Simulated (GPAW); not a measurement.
# ZnS (F-43m) in GPAW: notebook, part 2 of 2

GPAW 26.7.0.

## (3) Equation of state, BP86

File run.py:

```python
from ase import Atoms
from ase.eos import EquationOfState
from ase.io import Trajectory
from ase.units import GPa
from gpaw import GPAW, PW, setup_paths

setup_paths.insert(0, '.')

atoms = Atoms(['Zn', 'S'],
              cell=[[0.0, 2.702, 2.702],
                    [2.702, 0.0, 2.702],
                    [2.702, 2.702, 0.0]],
              scaled_positions=[[0.75, 0.75, 0.75],
                                [0.0, 0.0, 0.0]],
              pbc=True)

traj = Trajectory('eos.traj', 'w')
volumes, energies = [], []
for x in [0.94, 0.96, 0.98, 1.0, 1.02, 1.04, 1.06]:
    a = atoms.copy()
    a.set_cell(atoms.cell * x**(1 / 3), scale_atoms=True)
    calc = GPAW(mode=PW(600),
                xc='GGA_X_B88+GGA_C_P86',
                kpts={'size': (7, 7, 7), 'gamma': True},
                occupations={'name': 'fermi-dirac', 'width': 0.05},
                nbands=18,
                convergence={'density': 1e-05, 'energy': 1e-05},
                maxiter=150,
                txt=f'eos-{x:.2f}.txt')
    a.calc = calc
    energies.append(a.get_potential_energy(force_consistent=True))
    volumes.append(a.get_volume())
    p = -a.get_stress()[:3].mean() / GPa
    calc.write(f'eos-{x:.2f}.gpw')
    traj.write(a)
    print(f'{x:.2f} {volumes[-1]:10.4f} A^3 {energies[-1]:14.6f} eV {p:9.3f} GPa', flush=True)

v0, e0, B = EquationOfState(volumes, energies, eos='birchmurnaghan').fit()
print(f'V0 = {v0:.4f} A^3, E0 = {e0:.6f} eV, B0 = {B / GPa:.2f} GPa')
```

Potentials or basis: PAW data sets generated in the run's folder for this functional, pw.

On the command line:

```sh
$ gpaw-setup -f GGA_X_B88+GGA_C_P86 S Zn
$ OMP_NUM_THREADS=1 python run.py
```

Wall time 87 s (1 thread of Arm Neoverse V1, shared host); peak memory 0.22 GiB.

Results (log left out):

```yaml
Equilibrium_volume: 20.17 Å³/atom
Bulk_modulus: 70 GPa
Pressure_derivative_of_the_bulk_modulus: 4.4
```

Energy against volume, from the lowest point:
```
volume (Å³/atom)  energy (meV/atom)
          18.543              33.15
          18.938              18.31
          19.332               8.14
          19.727               2.17
          20.121               0.00
          20.516               1.22
          20.910               5.49
```

## (4) Equation of state, PBE+D3(BJ)

File run.py:

```python
from ase.calculators.mixing import SumCalculator
from ase.eos import EquationOfState
from ase.io import Trajectory, read
from ase.units import GPa
from dftd3.ase import DFTD3
from gpaw import GPAW, PW

atoms = read('ZnS.xyz')

traj = Trajectory('eos.traj', 'w')
volumes, energies = [], []
for x in [0.94, 0.96, 0.98, 1.0, 1.02, 1.04, 1.06]:
    a = atoms.copy()
    a.set_cell(atoms.cell * x**(1 / 3), scale_atoms=True)
    calc = GPAW(mode=PW(600),
                xc='PBE',
                kpts={'size': (7, 7, 7), 'gamma': True},
                occupations={'name': 'fermi-dirac', 'width': 0.05},
                nbands=18,
                convergence={'density': 1e-05, 'energy': 1e-05},
                maxiter=150,
                txt=f'eos-{x:.2f}.txt')
    a.calc = SumCalculator([calc, DFTD3(method='pbe', damping='d3bj')])
    energies.append(a.get_potential_energy())
    volumes.append(a.get_volume())
    p = -a.get_stress()[:3].mean() / GPa
    calc.write(f'eos-{x:.2f}.gpw')
    traj.write(a)
    print(f'{x:.2f} {volumes[-1]:10.4f} A^3 {energies[-1]:14.6f} eV {p:9.3f} GPa', flush=True)

v0, e0, B = EquationOfState(volumes, energies, eos='birchmurnaghan').fit()
print(f'V0 = {v0:.4f} A^3, E0 = {e0:.6f} eV, B0 = {B / GPa:.2f} GPa')
```

File ZnS.xyz:

```xyz
2
Lattice="0.0000000000 2.7020000000 2.7020000000 2.7020000000 0.0000000000 2.7020000000 2.7020000000 2.7020000000 0.0000000000" Properties=species:S:1:pos:R:3 pbc="T T T"
Zn     4.0530000000      4.0530000000      4.0530000000
S      0.0000000000      0.0000000000      0.0000000000
```

Potentials or basis: GPAW PAW data sets (gpaw-data 1.2.1), pw.

On the command line:

```sh
$ OMP_NUM_THREADS=1 python run.py
```

Wall time 86 s (1 thread of Arm Neoverse V1, shared host); peak memory 0.22 GiB.

It converged, with:

| Quantity | Value |
| --- | --- |
| Equilibrium volume | 19.44 Å³/atom |
| Bulk modulus | 77 GPa |
| Pressure derivative of the bulk modulus | 4.4 |

Energy against volume, from the lowest point:
```
volume (Å³/atom)  energy (meV/atom)
          18.543              10.78
          18.938               3.17
          19.332               0.00
          19.727               0.79
          20.121               5.16
          20.516              12.71
          20.910              23.12
```

## (5) Equation of state, optB88-vdW

File run.py:

```python
from ase.eos import EquationOfState
from ase.io import Trajectory, read
from ase.units import GPa
from gpaw import GPAW, PW

atoms = read('ZnS.xyz')

traj = Trajectory('eos.traj', 'w')
volumes, energies = [], []
for x in [0.94, 0.96, 0.98, 1.0, 1.02, 1.04, 1.06]:
    a = atoms.copy()
    a.set_cell(atoms.cell * x**(1 / 3), scale_atoms=True)
    calc = GPAW(mode=PW(600),
                xc={'name': 'optB88-vdW', 'backend': 'libvdwxc'},
                kpts={'size': (7, 7, 7), 'gamma': True},
                occupations={'name': 'fermi-dirac', 'width': 0.05},
                nbands=18,
                convergence={'density': 1e-05, 'energy': 1e-05},
                maxiter=150,
                legacy_gpaw=True,
                txt=f'eos-{x:.2f}.txt')
    a.calc = calc
    energies.append(a.get_potential_energy(force_consistent=True))
    volumes.append(a.get_volume())
    calc.write(f'eos-{x:.2f}.gpw')
    traj.write(a)
    print(f'{x:.2f} {volumes[-1]:10.4f} A^3 {energies[-1]:14.6f} eV', flush=True)

v0, e0, B = EquationOfState(volumes, energies, eos='birchmurnaghan').fit()
print(f'V0 = {v0:.4f} A^3, E0 = {e0:.6f} eV, B0 = {B / GPa:.2f} GPa')
```

ZnS.xyz is that of step 4.

On the command line:

```sh
$ OMP_NUM_THREADS=1 python run.py
```

It took 74 s on 1 thread of Arm Neoverse V1, shared host; peak memory 0.21 GiB.

It converged, with:

* Equilibrium volume: 20.41 Å³/atom
* Bulk modulus: 69 GPa
* Pressure derivative of the bulk modulus: 4.3 (rough: it moves with the points fitted)

Energy against volume, from the lowest point:
```csv
volume (Å³/atom),energy (meV/atom)
18.543,42.98
18.938,25.65
19.332,13.21
19.727,5.08
20.121,0.76
20.516,0.00
20.910,2.46
```

Caveat: the PAW data sets were made with another functional, which shifts forces and pressure a little.

## (6) Equation of state, optPBE-vdW

run.py: that of step 5 with these lines changed.

```diff
@@ -5,3 +5,3 @@
 
-atoms = read('ZnS.xyz')
+atoms = read('POSCAR')
 
@@ -13,3 +13,3 @@
     calc = GPAW(mode=PW(600),
-                xc={'name': 'optB88-vdW', 'backend': 'libvdwxc'},
+                xc={'name': 'optPBE-vdW', 'backend': 'libvdwxc'},
                 kpts={'size': (7, 7, 7), 'gamma': True},
@@ -19,3 +19,2 @@
                 maxiter=150,
-                legacy_gpaw=True,
                 txt=f'eos-{x:.2f}.txt')
```

File POSCAR:

```
ZnS
1.0
    0.0000000000      2.7020000000      2.7020000000
    2.7020000000      0.0000000000      2.7020000000
    2.7020000000      2.7020000000      0.0000000000
Zn S
1 1
Direct
    0.7500000000      0.7500000000      0.7500000000
    0.0000000000      0.0000000000      0.0000000000
```

Potentials or basis: GPAW PAW data sets (gpaw-data 1.2.1), pw.

On the command line:

```sh
$ OMP_NUM_THREADS=1 python run.py
```

Run time: 88 s. Hardware: 1 thread of Arm Neoverse V1, shared host; peak memory 0.28 GiB.

The run converged. Its results:

```yaml
Equilibrium_volume: 20.82 Å³/atom
Bulk_modulus: 65 GPa
Pressure_derivative_of_the_bulk_modulus: "4.3 (rough: it moves with the points fitted)"
```

Energy against volume, from the lowest point:
| volume (Å³/atom) | energy (meV/atom) |
| --- | --- |
| 18.543 | 62.18 |
| 18.938 | 40.92 |
| 19.332 | 24.68 |
| 19.727 | 12.88 |
| 20.121 | 5.02 |
| 20.516 | 0.85 |
| 20.910 | 0.00 |

Caveat: the PAW data sets were made with another functional, which shifts forces and pressure a little.

## (7) Summary

| level | potentials or basis | eigensolver | older calculator (legacy_gpaw) | V0 of scaled cells (Å³/atom) | B0 (GPa) |
| --- | --- | --- | --- | --- | --- |
| revTPSS+D3 | GPAW PAW data sets (gpaw-data 1.2.1), pw | davidson | - | - | - |
| BP86 | PAW data sets generated in the run's folder for this functional, pw | - | - | 20.17 | 70 |
| PBE+D3(BJ) | GPAW PAW data sets (gpaw-data 1.2.1), pw | - | - | 19.44 | 77 |
| optB88-vdW | GPAW PAW data sets (gpaw-data 1.2.1), pw | - | yes | 20.41 | 69 |
| optPBE-vdW | GPAW PAW data sets (gpaw-data 1.2.1), pw | - | - | 20.82 | 65 |

Alike in all rows: task equation of state; no spin polarisation; cell as given; k mesh 7 × 7 × 7; cutoff (eV) 600; smearing fermi-dirac 0.05 eV.

Caveats: the PAW data sets were made with another functional, which shifts forces and pressure a little (some runs); the points scatter about the fit (some runs).

Total energies depend on the potentials used, so only differences within one code and one set of settings carry meaning.

## (8) Against experiment

Step 3. A measured bulk modulus of ZnS is 76.9 GPa (quoted in “Electronic, vibrational, and thermodynamic properties of ZnS (zincblende and rocksalt structure)”, 2009, arxiv:0911.5022); the calculated 70 GPa misses it by -9.6 %. The fit is for a static lattice scaled at fixed shape and fixed fractional positions.

Step 4. A measured bulk modulus of ZnS is 76.9 GPa (quoted in “Electronic, vibrational, and thermodynamic properties of ZnS (zincblende and rocksalt structure)”, 2009, arxiv:0911.5022); the calculated 77 GPa misses it by +0.1 %. The fit is for a static lattice scaled at fixed shape and fixed fractional positions.

Step 5. Measured bulk modulus of ZnS: 76.9 GPa (quoted in “Electronic, vibrational, and thermodynamic properties of ZnS (zincblende and rocksalt structure)”, 2009, arxiv:0911.5022). This calculation gives 69 GPa (-10.9 %). The fit is for a static lattice scaled at fixed shape and fixed fractional positions.

Step 6. Against the measured bulk modulus of ZnS, 76.9 GPa (quoted in “Electronic, vibrational, and thermodynamic properties of ZnS (zincblende and rocksalt structure)”, 2009, arxiv:0911.5022), the calculated 65 GPa is off by -15.3 %. The fit is for a static lattice scaled at fixed shape and fixed fractional positions.
